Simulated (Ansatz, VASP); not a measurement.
# One calculation of K, two programs

File INCAR:

```
SYSTEM = K
PREC     = Accurate       ! precision mode
ENCUT    = 600            ! plane-wave cutoff, eV
EDIFF    = 1E-6           ! SCF threshold, eV
ISMEAR   = -1             ! smearing method
SIGMA    = 0.05           ! smearing width, eV
LREAL    = .False.        ! projectors in reciprocal space
LASPH    = .True.         ! aspherical terms in the spheres
NELM     = 100            ! most SCF steps
ALGO     = Normal         ! electronic algorithm
ISIF     = 3              ! what is computed and relaxed
LWAVE    = .False.        ! write WAVECAR
LCHARG   = .False.        ! write CHGCAR
GGA      = PS             ! functional
IBRION   = 2              ! ionic algorithm
NSW      = 60             ! ionic steps
EDIFFG   = -0.01          ! ionic threshold
```

File KPOINTS:

```
Automatic mesh
0
Gamma
  7 7 7
  0 0 0
```

File POSCAR:

```
K
1.0
   -2.6975585167      2.6975585167      2.6975585167
    2.6975585167     -2.6975585167      2.6975585167
    2.6975585167      2.6975585167     -2.6975585167
K
1
Direct
    0.0000000000      0.0000000000      0.0000000000
```

File input.yaml:

```yaml
crystal:
  lattice:
    - [-2.6975585167, 2.6975585167, 2.6975585167]
    - [2.6975585167, -2.6975585167, 2.6975585167]
    - [2.6975585167, 2.6975585167, -2.6975585167]
  atoms:
    - { symbol: K, position: [0.0, 0.0, 0.0] }
hamiltonian:
  xc: pbesol
  pseudopotentials: { kind: paw }
kpoints:
  mp_grid: { grid: [7, 7, 7] }
scf:
  occupations: { method: fermi_dirac, width: 0.05 }
output:
  forces: true
  stress: true
  eigenvalues: true
  write_density: true
  write_potential: true
  elf: true
  volumetric_format: npy
relax:
  f_tol: 0.01
  max_steps: 40
  cell: { stress_tol: 0.05 }
```

Alike in both runs: task relaxation of cell and atoms; functional PBEsol; k mesh 7 × 7 × 7; occupations fermi-dirac, width 0.05 eV; no spin polarisation.

|  | VASP | Ansatz |
| --- | --- | --- |
| version | VASP 6.6.1 | Ansatz 0.2.0 |
| potentials or method | VASP PAW PBE potentials, release 64 (K_sv) | Ansatz PAW |
| plane-wave cutoff (eV) | 600 | 420 |
| valence electrons in the cell | 9 | 9 |

```csv
,VASP,Ansatz,Ansatz less VASP
"gap on the k mesh at the Fermi level, each at its own relaxed structure (eV)",none,none,-
relaxed volume (Å³/atom),70.97,70.96,-0.016
relaxed cell length with the largest relative difference (Å),4.518,4.517,-0.0003
energy change over the relaxation (meV/atom),-8,-8,0.0
```

A gap of «none» marks a metal or a gap that the smearing closes.

Caveats: the PAW data sets were made with another functional, which shifts forces and pressure a little (VASP); the plane-wave basis is chosen anew once the cell has moved, so the energies of steps on either side of that aren't comparable (Ansatz); the PAW data sets come from PBE, with cores solved anew for the run's functional, which leaves a small shift of forces and pressure (Ansatz).
